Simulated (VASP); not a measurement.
Write the native input for VASP 6.6.1 that does the following.

```yaml
Task: single point
Functional: r2SCAN
Dispersion: D3(BJ)
Potentials_or_basis: VASP PAW PBE potentials, release 64 (O, H, Na_pv)
Cutoff: 520 eV
k_mesh: 1 × 1 × 1
Occupations: fermi-dirac, width 0.02 eV
Spin: no spin polarisation
Dipole_correction: no
Further_INCAR_settings: LREAL = Auto; ALGO = Normal; EDIFF = 1e-06; NBANDS = 47
```

NaH13O7:

```xyz
21
Lattice="6.6282 0.0000 0.0000 0.0000 6.6282 0.0000 0.0000 0.0000 6.6282" Properties=species:S:1:pos:R:3 pbc="T T T"
O     4.2268    4.5035    1.1035
O     5.5026    0.3817    0.1099
O     1.8594    3.0506    1.2256
O     0.9363    4.8120    6.0029
O     6.9298    1.5455    2.9304
O     3.2492    5.0808    3.9625
O     4.8465    2.6696    3.4990
H     4.4549    5.2502    0.5080
H     3.2912    4.1816    0.9605
H     5.7349    0.8697    0.9137
H     5.6711    0.9610   -0.5940
H     1.3488    3.5926    0.6021
H     1.1740    2.4508    1.7037
H     0.3962    5.6313    6.1829
H     1.5749    5.0920    5.3145
H     5.7972    2.0618    3.2643
H     6.7630    0.6106    2.9249
H     4.0243    4.5061    4.0702
H     3.3780    5.4477    3.0666
H     4.9212    3.2032    2.6872
Na    2.6352    2.3923    3.3660
```

The cell was built by a generator and needn't be a form met in nature.

These files were run (other wordings do the same):

POSCAR

```
NaH13O7
1.0
    6.6282230000      0.0000000000      0.0000000000
    0.0000000000      6.6282230000      0.0000000000
    0.0000000000      0.0000000000      6.6282230000
O H Na
7 13 1
Direct
    0.6376973134      0.6794430423      0.1664850443
    0.8301772587      0.0575870788      0.0165806129
    0.2805276769      0.4602440202      0.1849062713
    0.1412595804      0.7259864371      0.9056575194
    1.0454989218      0.2331695841      0.4421094462
    0.4902068020      0.7665402929      0.5978223726
    0.7311914521      0.4027625504      0.5278941279
    0.6721107603      0.7920976708      0.0766419597
    0.4965433420      0.6308779895      0.1449106344
    0.8652243595      0.1312116385      0.1378499184
    0.8555988536      0.1449860694     -0.0896167796
    0.2034934552      0.5420155598      0.0908388266
    0.1771213793      0.3697521945      0.2570372180
    0.0597746938      0.8495942276      0.9328141193
    0.2376051620      0.7682300369      0.8017986118
    0.8746235605      0.3110637648      0.4924849390
    1.0203338059      0.0921212216      0.4412796612
    0.6071461386      0.6798353043      0.6140710715
    0.5096388580      0.8218944957      0.4626579401
    0.7424614410      0.4832667821      0.4054178624
    0.3975726224      0.3609262996      0.5078284180
```

INCAR.step1

```
PREC = Accurate
ENCUT = 520
ISMEAR = -1
SIGMA = 0.02
LREAL = Auto
LASPH = True
NELM = 100
NBANDS = 47
GGA = PE
ALGO = Normal
EDIFF = 1E-4
LWAVE = True
LCHARG = False
```

INCAR.step2

```
PREC = Accurate
ENCUT = 520
EDIFF = 1E-6
ISMEAR = -1
SIGMA = 0.02
LREAL = Auto
LASPH = True
NELM = 100
ALGO = Normal
ISIF = 2
LWAVE = False
LCHARG = False
METAGGA = R2SCAN
LMIXTAU = True
IVDW = 12
VDW_S6 = 1.0
VDW_S8 = 0.78981345
VDW_A1 = 0.49484001
VDW_A2 = 5.73083694
NBANDS = 47
ISTART = 1
```

KPOINTS

```
regular mesh
0
Gamma
  1 1 1
```

Potentials or basis: VASP PAW PBE potentials, release 64 (O, H, Na_pv).

The run is started by

```sh
$ cat potpaw_PBE.64/O/POTCAR potpaw_PBE.64/H/POTCAR potpaw_PBE.64/Na_pv/POTCAR > POTCAR
$ cp INCAR.step1 INCAR
$ mpirun -np 1 vasp_gam > vasp.out
$ cp INCAR.step2 INCAR
$ mpirun -np 1 vasp_gam > vasp.out
```

Results of the run:

```json
{
  "Pressure": "-1.7 GPa",
  "Largest force": "2.338 eV/Å",
  "Band gap on the k mesh": "4.36 eV, direct",
  "Dispersion energy per atom": "-0.015 eV"
}
```

Caveat: the PAW data sets were made with another functional, which shifts forces and pressure a little.

It took 93 s on 1 thread of Intel(R) Xeon(R) Platinum 8488C (Sapphire Rapids), with other jobs on the host, peak memory 0.36 GiB.
